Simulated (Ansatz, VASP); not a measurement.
# Ru in VASP and in Ansatz

```
Ru
1.0
    -0.10002    1.83126    1.83126
     1.83126   -0.10002    1.83126
     1.83126    1.83126   -0.10002
Ru
1
Direct
  0.00000 0.00000 0.00000
```

Change from the starting cell: equal engineering shear yz, xz and xy -0.0525, equal normal strain along x, y and z -0.0125.

Alike in both runs: task single point; functional PBE; k mesh 20 × 20 × 20; occupations gaussian, width 0.15 eV; no spin polarisation.

|  | VASP | Ansatz |
| --- | --- | --- |
| version | VASP 6.6.1 | Ansatz 0.2.0 |
| potentials or method | VASP PAW PBE potentials, release 64 (Ru_pv) | scalar-relativistic, plane waves, PAW |
| plane-wave cutoff (eV) | 520 | 420 |
| valence electrons in the cell | 14 | 16 |

|  | VASP | Ansatz | Ansatz less VASP |
| --- | --- | --- | --- |
| gap on the k mesh at the Fermi level (eV) | none | none | - |
| pressure (GPa) | 16.4 | 16.4 | +0.04 |
| largest component of the traceless stress (GPa) | 14.71 | 14.71 | +0.004 |

A gap of «none» marks a metal or a gap that the smearing closes. The functional is the same, so the differences come from potentials, cutoffs and numerics. The two sets of potentials don't hold the same shells in valence.

Caveats: so large a pressure means that the cell lies far from this level's equilibrium, or that cutoff or potentials fall short (VASP).
